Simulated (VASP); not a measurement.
Te2Mo, 6 atoms in the cell. The structure is hexagonal, space group P6_3/mmc (No. 194). Conventional cell: a = 3.496 Å, b = 3.496 Å, c = 13.695 Å, α = 90.00°, β = 90.00°, γ = 120.00°. Te (site symmetry 3m) is surrounded by 3 Mo at 2.72 Å. Mo (site symmetry -6m2) is surrounded by 6 Te at 2.72 Å. 

```yaml
Program: VASP 6.6.1
Task: band structure
Functional: HSE06
Potentials_or_basis: VASP PAW PBE potentials, release 64 (Te, Mo_sv)
Cutoff: 520 eV
k_mesh: 6 × 6 × 1
Occupations: gaussian, width 0.03 eV
Spin: spin-orbit coupling, no magnetisation
Grid_for_exact_exchange_PRECFOCK: Fast
Screening_parameter: 0.2 1/A
Further_INCAR_settings: ALGO = Normal; EDIFF = 1e-07
```

Potentials or basis: VASP PAW PBE potentials, release 64 (Te, Mo_sv).

The run is started by

```sh
$ cat potpaw_PBE.64/Te/POTCAR potpaw_PBE.64/Mo_sv/POTCAR > POTCAR
$ cp INCAR.step1 INCAR
$ mpirun -np 4 vasp_ncl > vasp.out
$ cp INCAR.step2 INCAR
$ mpirun -np 4 vasp_ncl > vasp.out
```

Hardware: 4 MPI ranks on AMD EPYC 9R45 96-Core Processor (Zen 5) (shared host).

**Question.** Estimate the wall time of this run.

**Answer.** It took 69 min on 4 MPI ranks on AMD EPYC 9R45 96-Core Processor (Zen 5) (shared host), peak memory 0.88 GiB a rank. Counts: scf iterations 35, k points 7.
